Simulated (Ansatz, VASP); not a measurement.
# Cross-check of Ir (Ir wire along [110], 4 atoms a period) between VASP and Ansatz

Aim: how closely do two programs agree when they are given the same cell, functional and k mesh? The structure shown is the start of the Ansatz relaxation below; VASP solves that cell, so the two are compared at the walk's first step.

Program: Ansatz 0.2.0. Level of theory: plane waves, with VASP 6.6.1 beside it; single point at PBE. Results are calculated unless marked as measured.

## 1. Starting point

The cell holds 4 atoms: 4 Ir. Its edges and angles: a = 10.670 Å, b = 9.537 Å, c = 2.737 Å, α = 90.0°, β = 90.0°, γ = 90.0°. Vacuum lies along a and b. The structure's axis is c.

## 2. Ansatz: relaxation, PBE

Ansatz runs on its default PAW (the set named soft_2) files.

The two programs are compared at the cell with which this relaxation starts, whose forces are those of its first step.

input.yaml reads:

```yaml
crystal:
  lattice:
    - [10.67, 0.0, 0.0]
    - [0.0, 9.537, 0.0]
    - [0.0, 0.0, 2.7365032432]
  atoms:
    - { symbol: Ir, position: [0.318650422, 0.499973956, 0.0], spin: 0.8 }
    - { symbol: Ir, position: [0.681349578, 0.499973956, 0.0], spin: 0.8 }
    - { symbol: Ir, position: [0.5, 0.356506239, 0.5], spin: 0.8 }
    - { symbol: Ir, position: [0.5, 0.643441674, 0.5], spin: 0.8 }
magnetization:
  spin_polarized: true
kpoints:
  mp_grid: { grid: [1, 1, 30] }
scf:
  occupations: { method: fermi_dirac, width: 0.05 }
hamiltonian:
  xc: pbe
relax:
  cell: { fix: [a, b, alpha, beta, gamma] }
  max_steps: 60
```

Launch:

```bash
$ ansatz run input.yaml --threads 4 --pin off --max-ram 16384MiB --backend cpu --events-out ev --progress --plain --runs-dir out
```

Numbers of over 12 decimals in the logs are rounded to 6 here.

Log:

```text
Engine: ansatz 0.2.0, aarch64-unknown-linux-gnu
Pseudopotentials: kind: paw
Pseudopotential: Ir, paw, valence charge 17, recommended cutoff 420 eV (normal), Ir.paw.azcp
Functional definition: PBE
  parameter kappa = 0.804
  parameter beta = 0.066725
  exchange = pbe_x(kappa = kappa, mu = beta*pi^2/3)
  correlation = pbe_c(beta = beta)
Crystal: 4 atoms, lattice volume = 278.466 Å³
Basis set: ecut = 420 eV, 5469 PW (Γ), exchange–correlation on 144×128×40 points (8 copies of the dense FFT grid, shifted against one another)
Bands: 43, of which v1, the nominal top of the filled ones, is band 34 counted from 1 (33 counted from 0)
Symmetry: 8 space group operations
Space group: Pmmm (ITA 47), of the structure as read, at distance tolerance 6.5e-5 Å
Magnetic group: BNS 47.249 (UNI 347), of the structure as read, at distance tolerance 6.5e-5 Å
k-points: 16 of 30
Non-local potential: Ir, projectors of the file, l = 0: 3, l = 1: 2, l = 2: 2, l = 3: 1
PAW form: soft (Blöchl's): semilocal exchange-correlation on the pseudo side does not see the compensation charge
PAW one-centre angular grid: Ir, 590 points (default); XC on 64 Gauss nodes
Initial density: superposition of atomic densities (neutral atoms: chi_scale 0, normalization atom)
Starting moments: Σ|m| = 3.2 μB on 4 of 4 sites
Initial wavefunctions: pseudopotential atomic-orbital guess
Functional: x = pbe(κ = 0.804, μ = 0.219515), c = pbe(β = 0.066725)
SCF iter   1: F=—  HF=-47731.970555 eV  |F-HF|=—  |Δ(HF+E_count)|=         —  Δρ=1.38e-2 (↑1.05e-2 ↓1.38e-2)  dr2=3.70e0  dr2_m=6.98e-2  M=2.663 μB ∫|m|=2.677 μB  β_m=0.30  ethr=3.10e-3  ⟨swp⟩=8.4  Hψ=6025  notcnv=0  defer=1
Mixer restart at iter 1: flushing history
preconditioner: auto → LDOS  [metal: Δε(μ)=0.025 eV  Ē_g=5.193 eV  σ=0.050 eV  W_gap=0.13  n_scr=36 (ndim 8)  ℏωp=13.4 eV  f_vac=0.612  D(μ)=10.39/eV (n_scr^D=72)]
spin=Collinear: LDOS preconditioning applied to the charge; magnetization (m = ρ↑ − ρ↓) channel mixes plain (no charge-response kernel on spin).
SCF iter   2: F=—  HF=-47731.865465 eV  |F-HF|=—  |Δ(HF+E_count)|=   1.05e-1  Δρ=8.16e-3 (↑6.97e-3 ↓8.16e-3)  dr2=5.12e-1  dr2_m=4.35e-2  M=2.539 μB ∫|m|=2.568 μB  β_m=0.37  ethr=3.10e-3  ⟨swp⟩=2.2  Hψ=2462  notcnv=0  defer=26
SCF iter   3: F=—  HF=-47732.246585 eV  |F-HF|=—  |Δ(HF+E_count)|=   3.81e-1  Δρ=4.58e-3 (↑4.55e-3 ↓4.58e-3)  dr2=9.02e-2  dr2_m=2.11e-2  M=2.420 μB ∫|m|=2.469 μB  β_m=0.63  ethr=7.53e-4  ⟨swp⟩=2.5  Hψ=2126  notcnv=0  defer=26
SCF iter   4: F=—  HF=-47732.518832 eV  |F-HF|=—  |Δ(HF+E_count)|=         —  Δρ=4.87e-3 (↑4.87e-3 ↓4.67e-3)  dr2=1.16e-2  dr2_m=5.28e-2  M=1.714 μB ∫|m|=1.793 μB  β_m=0.63  ethr=1.33e-4  ⟨swp⟩=3.2  Hψ=2409  notcnv=0  defer=27
SCF iter   5: F=—  HF=-47732.519874 eV  |F-HF|=—  |Δ(HF+E_count)|=   1.04e-3  Δρ=2.64e-3 (↑2.54e-3 ↓2.64e-3)  dr2=2.68e-3  dr2_m=1.59e-2  M=1.598 μB ∫|m|=1.668 μB  β_m=0.81  ethr=1.70e-5  ⟨swp⟩=2.4  Hψ=2429  notcnv=0  defer=27
SCF iter   6: F=—  HF=-47732.525068 eV  |F-HF|=—  |Δ(HF+E_count)|=   5.19e-3  Δρ=8.07e-4 (↑8.07e-4 ↓6.77e-4)  dr2=7.78e-4  dr2_m=1.24e-3  M=1.400 μB ∫|m|=1.452 μB  β_m=0.86  ethr=3.94e-6  ⟨swp⟩=2.5  Hψ=3089  notcnv=0  defer=29
SCF iter   7: F=—  HF=-47732.526154 eV  |F-HF|=—  |Δ(HF+E_count)|=   1.09e-3  Δρ=2.72e-4 (↑2.49e-4 ↓2.72e-4)  dr2=6.37e-5  dr2_m=1.60e-4  M=1.344 μB ∫|m|=1.387 μB  β_m=0.93  ethr=1.14e-6  ⟨swp⟩=2.8  Hψ=2924  notcnv=0  defer=29
SCF iter   8: F=—  HF=-47732.526612 eV  |F-HF|=—  |Δ(HF+E_count)|=   4.58e-4  Δρ=9.00e-5 (↑7.10e-5 ↓9.00e-5)  dr2=1.81e-5  dr2_m=1.25e-5  M=1.298 μB ∫|m|=1.336 μB  β_m=0.93  ethr=9.37e-8  ⟨swp⟩=3.0  Hψ=3125  notcnv=0  defer=29
SCF iter   9: F=—  HF=-47732.526620 eV  |F-HF|=—  |Δ(HF+E_count)|=   8.86e-6  Δρ=4.78e-5 (↑4.78e-5 ↓3.20e-5)  dr2=2.43e-6  dr2_m=3.59e-6  M=1.296 μB ∫|m|=1.334 μB  β_m=0.96  ethr=2.66e-8  ⟨swp⟩=2.5  Hψ=2832  notcnv=0  defer=29
[...]
Crystal: 4 atoms, lattice volume = 262.649 Å³
[...]
preconditioner: auto → LDOS  [metal: Δε(μ)=0.034 eV  Ē_g=5.922 eV  σ=0.050 eV  W_gap=0.17  n_scr=20 (ndim 8)  ℏωp=13.7 eV  f_vac=0.633  D(μ)=5.13/eV (n_scr^D=26)]
spin=Collinear: LDOS preconditioning applied to the charge; magnetization (m = ρ↑ − ρ↓) channel mixes plain (no charge-response kernel on spin).
[...]
SCF iter   7: F=-47733.586950 eV  HF=-47733.586950 eV  |F-HF|=0.00e0  |Δ(HF+E_count)|=   1.64e-9  Δρ=2.15e-7 (↑2.15e-7 ↓2.01e-7)  dr2=1.79e-10  dr2_m=7.28e-11  M=-0.000 μB ∫|m|=0.000 μB  ethr=1.70e-12  ⟨swp⟩=1.0  Hψ=4399  notcnv=0
the starting moments were not kept: the SCF closed with an absolute magnetisation of 3.8e-5 μB, where they sum to 3.2 μB in size (4 sites). That is at most 0.1 of that sum. Measured as dr2_m measures the in/out step, that magnetisation stands 8.4e-11 eV from none, at or under the dr2_threshold of 3.0e-7 eV: it is no larger than a step whose dr2_m would equal this threshold.
SCF 6 converged in 7 iterations: F = -47733.586950 eV  dr2 = 1.79e-10
relax step   6: F+E_penalty+E_count = -47733.58695024 eV  Δ(F+E_penalty+E_count) = -2.857e-4 eV  max|allowed force component| = 9.154e-3 eV/Å  Δτ_max = 0.0034 Å  P = +0.057 GPa  Ω = 262.649 Å³  energy of the carried Pulay correction = +1.556e-3 eV  fix = [a, b, alpha, beta, gamma]  reactions: a +0.042, b +0.104 GPa  (7 SCF iters, dr2 threshold 2.96e-7 eV, accepted)
Basis set: ecut = 420 eV, 5161 PW (Γ), exchange–correlation on 144×128×36 points (8 copies of the dense FFT grid, shifted against one another)
Initial wavefunctions: pseudopotential atomic-orbital guess (no wavefunctions were taken with the density)
iter 1 solved again at ethr=1.14e-6 eV; its pass at ethr=3.10e-3 eV (dr2=7.77e-4 eV) is discarded
SCF iter   1: F=—  HF=-47733.583947 eV  |F-HF|=—  |Δ(HF+E_count)|=         —  Δρ=6.91e-5 (↑6.91e-5 ↓6.91e-5)  dr2=1.40e-5  dr2_m=8.45e-11  M=-0.000 μB ∫|m|=0.000 μB  β_m=0.65  ethr=1.14e-6  ⟨swp⟩=3.6  Hψ=10242  notcnv=0
preconditioner: auto → LDOS  [metal: Δε(μ)=0.035 eV  Ē_g=5.923 eV  σ=0.050 eV  W_gap=0.17  n_scr=20 (ndim 8)  ℏωp=13.7 eV  f_vac=0.633  D(μ)=5.12/eV (n_scr^D=26)]
spin=Collinear: LDOS preconditioning applied to the charge; magnetization (m = ρ↑ − ρ↓) channel mixes plain (no charge-response kernel on spin).
SCF iter   2: F=—  HF=-47733.584289 eV  |F-HF|=—  |Δ(HF+E_count)|=   3.42e-4  Δρ=2.20e-5 (↑2.20e-5 ↓2.20e-5)  dr2=9.68e-7  dr2_m=3.62e-11  M=-0.000 μB ∫|m|=0.000 μB  β_m=0.54  ethr=2.06e-8  ⟨swp⟩=2.7  Hψ=2838  notcnv=0
SCF iter   3: F=—  HF=-47733.584290 eV  |F-HF|=—  |Δ(HF+E_count)|=   1.62e-6  Δρ=7.42e-6 (↑7.42e-6 ↓7.41e-6)  dr2=2.62e-7  dr2_m=1.56e-11  M=-0.000 μB ∫|m|=0.000 μB  β_m=0.57  ethr=1.42e-9  ⟨swp⟩=2.2  Hψ=2214  notcnv=0
SCF iter   4: F=—  HF=-47733.584290 eV  |F-HF|=—  |Δ(HF+E_count)|=   2.57e-7  Δρ=2.22e-6 (↑2.22e-6 ↓2.19e-6)  dr2=3.63e-8  dr2_m=5.71e-12  M=-0.000 μB ∫|m|=0.000 μB  β_m=0.58  ethr=3.85e-10  ⟨swp⟩=2.1  Hψ=1953  notcnv=0
SCF iter   5: F=—  HF=-47733.584290 eV  |F-HF|=—  |Δ(HF+E_count)|=   1.78e-8  Δρ=1.01e-6 (↑1.01e-6 ↓9.83e-7)  dr2=1.42e-8  dr2_m=2.75e-12  M=-0.000 μB ∫|m|=0.000 μB  β_m=0.64  ethr=5.34e-11  ⟨swp⟩=3.3  Hψ=2741  notcnv=0
SCF iter   6: F=—  HF=-47733.584290 eV  |F-HF|=—  |Δ(HF+E_count)|=   6.85e-9  Δρ=4.89e-7 (↑4.89e-7 ↓4.70e-7)  dr2=3.08e-9  dr2_m=8.64e-13  M=-0.000 μB ∫|m|=0.000 μB  β_m=0.72  ethr=2.09e-11  ⟨swp⟩=1.7  Hψ=1575  notcnv=0
SCF iter   7: F=—  HF=-47733.584290 eV  |F-HF|=—  |Δ(HF+E_count)|=   2.90e-9  Δρ=9.50e-8 (↑9.50e-8 ↓8.78e-8)  dr2=1.46e-10  dr2_m=1.83e-13  M=-0.000 μB ∫|m|=0.000 μB  β_m=0.81  ethr=4.53e-12  ⟨swp⟩=2.0  Hψ=1896  notcnv=0
SCF iter   8: F=-47733.584290 eV  HF=-47733.584290 eV  |F-HF|=4.37e-11  |Δ(HF+E_count)|=    0.00e0  Δρ=1.89e-8 (↑1.89e-8 ↓1.69e-8)  dr2=4.98e-12  dr2_m=2.72e-14  M=-0.000 μB ∫|m|=0.000 μB  ethr=1.00e-12  ⟨swp⟩=3.9  Hψ=5337  notcnv=0
the starting moments were not kept: the SCF closed with an absolute magnetisation of 8.1e-7 μB, where they sum to 3.2 μB in size (4 sites). That is at most 0.1 of that sum. Measured as dr2_m measures the in/out step, that magnetisation stands 4.2e-14 eV from none, at or under the dr2_threshold of 4.0e-11 eV: it is no larger than a step whose dr2_m would equal this threshold.
SCF 7 converged in 8 iterations: F = -47733.584290 eV  dr2 = 4.98e-12
relax step   7: F+E_penalty+E_count = -47733.58429048 eV  Δ(F+E_penalty+E_count) = +2.660e-3 eV  max|allowed force component| = 9.651e-3 eV/Å  Δτ_max = 0.0000 Å  P = +0.067 GPa  Ω = 262.649 Å³  fix = [a, b, alpha, beta, gamma]  reactions: a +0.050, b +0.110 GPa  stress off target by 4.08e-2 GPa on what of the cell is left free  SCF on the basis re-selected at this cell (its energy is not comparable with the rows above)  (8 SCF iters)
basis re-selected at this cell: Δ(F+E_penalty+E_count) = +2.660e-3 eV, ΔP = +0.010 GPa vs the last step (what re-selecting the basis moved, of the pressure what is left beyond the Pulay correction that the steps carried, after the strain that the cell walked since its last selection, with what the two solves' SCF thresholds leave and, on support functions, any second-order correction that the steps lacked; it is no measure of the basis error at this ecutwfc). The dense FFT grid was sized anew with the basis: this SCF ran on 72×64×18 points, the steps before it on 72×64×20, so part of this shift can come from that change (see relax.cell in the input reference). [rest of the remark cut]
SCF converged after 8 iterations
Magnetization: -0.0000 μB (34.0000 up, 34.0000 down)
Absolute magnetization: 0.0000 μB (∫|ρ↑−ρ↓|, with the PAW one-centre terms)
Spin contamination: 0.0000 ħ² per cell (⟨S²⟩ above its minimum at these occupations)
Per-site moments (μB) at R_I (Å): [(-1.0217890996775599e-7, 1.064690), (-1.0217890996002252e-7, 1.064690), (-8.920088116595734e-8, 1.026546), (-8.920088110695416e-8, 1.026546)]
Free energy (F): -47733.584290 eV
Harris-Foulkes:  -47733.584290 eV  (|F-HF|=4.37e-11)
Internal energy: -47733.539453 eV  (E = F + TS)
E sigma→0 (E₀):  -47733.561872 eV
Entropy (-TS):   -0.044838 eV (-11.209 meV/atom)
Fermi energy:    1.592122 eV
--- Per-component energies (eV) ---
  E_band       = -1933.905251
  E_kinetic    = 2484.241388
  E_local      = -28935.028415  (includes V_loc(G=0)·N_el)
  E_nonlocal   = 297.510671
  E_hartree    = 13168.709709
  E_xc         = -1062.847235
  E_vxc        = -1187.702398  (∫ρ·V_xc dr)
  E_paw        = -36895.519355  (= ΣΔE_a)
  E_vpaw       = -930.345899  (= ΣTr[D̂ρ^β])
  E_aug_tail   = 0.000269  (compensation charges beyond the density's cutoff)
  E_ewald      = 3209.393516
  E_smearing   = -0.044838  (= −TS)
  E_closure    = 0.000000  (closes the sum)
  Σ components = -47733.584290   (vs F -47733.584290, Δ=0.00e0)
--- Forces (eV/Å), atoms counted from 1 ---
  atom   1  Ir    -0.00965120    -0.00000000     0.00000000
  atom   2  Ir     0.00965120     0.00000000    -0.00000000
  atom   3  Ir     0.00000000     0.00406312     0.00000000
  atom   4  Ir     0.00000000    -0.00406312    -0.00000000
  max |Σ_I F_I| component: 1.73e-18 eV/Å
--- Stress (GPa, compression-positive) ---
        0.050413       0.000000       0.000000
        0.000000       0.109765       0.000000
        0.000000       0.000000       0.040813
  P = ⅓ Tr σ = 0.0670 GPa (0.670 kbar)
--- Relaxed structure (6 steps of the walk, 6 accepted, 1 SCFs on fresh bases) ---
  F+E_penalty+E_count = -47733.58429048 eV   max|allowed force component| = 9.651e-3 eV/Å   (the final SCF, on the basis selected at the relaxed cell)
  cell:  # Å, volume = 262.6489 Å³
    - [10.67, 0.0, 0.0]
    - [0.0, 9.537, 0.0]
    - [0.0, 0.0, 2.581068]
  atoms:
    - { symbol: Ir, position: [0.322747, 0.499974, 0.0] }
    - { symbol: Ir, position: [0.677253, 0.499974, 0.0] }
    - { symbol: Ir, position: [0.500000, 0.369503, 0.500000] }
    - { symbol: Ir, position: [0.500000, 0.630445, 0.500000] }
```

(Part 1 of 2 ends here.)

[Lines on the potential files, build, host, timing and source positions are cut from VASP's logs without a mark.]

[Logs are printed without paths, hosts, clocks, repeated set-up lines and the standing remarks that a program may print on its own settings, such as how far it seeks lower states.]

[Hosts, paths, dates, database ids (printed as entryN), source tags and the programs' standing remarks are cut or masked in the printed files.]
